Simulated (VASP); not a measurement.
**In: elastic constants with AM05**

The system is In.

```
In
1.0
    -1.88253    1.88253    1.88253
     1.88253   -1.88253    1.88253
     1.88253    1.88253   -1.88253
In
1
Direct
  0.00000 0.00000 0.00000
```

This isn't the form of In at room conditions, which is tetragonal.

```
Program                   : VASP 6.6.1
Task                      : elastic constants
Functional                : AM05
Potentials or basis       : VASP PAW PBE potentials, release 64 (In_d)
Cutoff                    : 600 eV
k mesh                    : 7 × 7 × 7
Occupations               : gaussian, width 0.05 eV
Spin                      : no spin polarisation
Ions in elastic constants : relaxed
Further INCAR settings    : ALGO = Normal; EDIFF = 1e-08; IBRION = 6; POTIM = 0.015; NSW = 1; ISIF = 3
```

```yaml
Relaxed_volume: 25.84 Å³/atom
Relaxed_cell: a = 3.226 Å, b = 3.226 Å, c = 3.226 Å, α = 109.47°, β = 109.47°, γ = 109.47°
Space_group_after_relaxing_to_0.05_Å: Im-3m (No. 229)
Elastic_constants_C11_C12_C44: -135, 140, 3 GPa
Voigt_bulk_modulus: 49 GPa
```

The path:
```csv
step,energy change (eV),largest force (eV/Å),pressure (GPa),volume (Å³)
1,0.0000,0.0000,-1.18,26.69
2,-0.0032,0.0000,-0.14,25.93
3,-0.0032,0.0000,0.01,25.84
```

Final structure:
```cif
data_structure
_symmetry_space_group_name_H-M 'P 1'
_symmetry_Int_Tables_number 1
_cell_length_a 3.2256
_cell_length_b 3.2256
_cell_length_c 3.2256
_cell_angle_alpha 109.471
_cell_angle_beta 109.471
_cell_angle_gamma 109.471
_cell_volume 25.84
loop_
_atom_site_label
_atom_site_type_symbol
_atom_site_fract_x
_atom_site_fract_y
_atom_site_fract_z
_atom_site_occupancy
In1 In 0.00000 0.00000 0.00000 1
```

Elastic tensor in Voigt notation (GPa, in the Cartesian axes of the cell as first typed):
```
-135  140  140    0    0    0
 140 -135  140    0    0    0
 140  140 -135    0    0    0
   0    0    0    3    0    0
   0    0    0    0    3    0
   0    0    0    0    0    3
```

Clamped-ion elastic tensor (GPa):
```
-135  140  140    0    0    0
 140 -135  140    0    0    0
 140  140 -135    0    0    0
   0    0    0    3    0    0
   0    0    0    0    3    0
   0    0    0    0    0    3
```

It took 7.6 min on 1 thread of Intel(R) Xeon(R) Platinum 8375C CPU @ 2.90GHz (Ice Lake) (shared host), peak memory 0.2 GiB.

Caveat: the elastic tensor has a negative eigenvalue, so either the cell is unstable as it stands or the mesh is too thin; the PAW data sets were made with another functional, which shifts forces and pressure a little.
